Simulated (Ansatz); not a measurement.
# Kick test of a cell of Ge

The cell was found from a structure generator's guess, not taken from experiment.

Level of theory: DFT PBE, scalar-relativistic, plane waves, PAW in Ansatz 0.2.0. Plane waves to 420 eV, a k mesh through Γ of 12×12×8 on the computed 4-atom cell and Gaussian smearing (0.10 eV); no spin polarisation.

The cell below (4 atoms, space group P6_3/mmc (No. 194)) is relaxed within its symmetry.

```xyz
4
Lattice="4.0578 0.0000 0.0000 -2.0289 3.5141 0.0000 0.0000 0.0000 6.6920" Properties=species:S:1:pos:R:3 pbc="T T T"
Ge    0.0000    2.3427    0.4202
Ge    2.0289    1.1714    3.7662
Ge    0.0000    2.3427    2.9258
Ge    2.0289    1.1714    6.2718
```

For the test a repeat of it with 8 atoms (edges 4.06, 4.06, 13.38 Å) was strained at random (σ = 1.5 % a component), the atoms were moved at random (σ = 0.10 Å), and all was relaxed again on a coarse 6×6×2 mesh (in the run’s order of axes) with 0.20 eV smearing, with no symmetry imposed.

Question: Is the structure stable against such a distortion?

Answer: It returns, within 1 meV/atom of the unmoved cell on that mesh and with the same symmetry when read at 0.1 Å. No instability shows in this cell; modes of other wave vectors, which need another repeat, aren't tested.
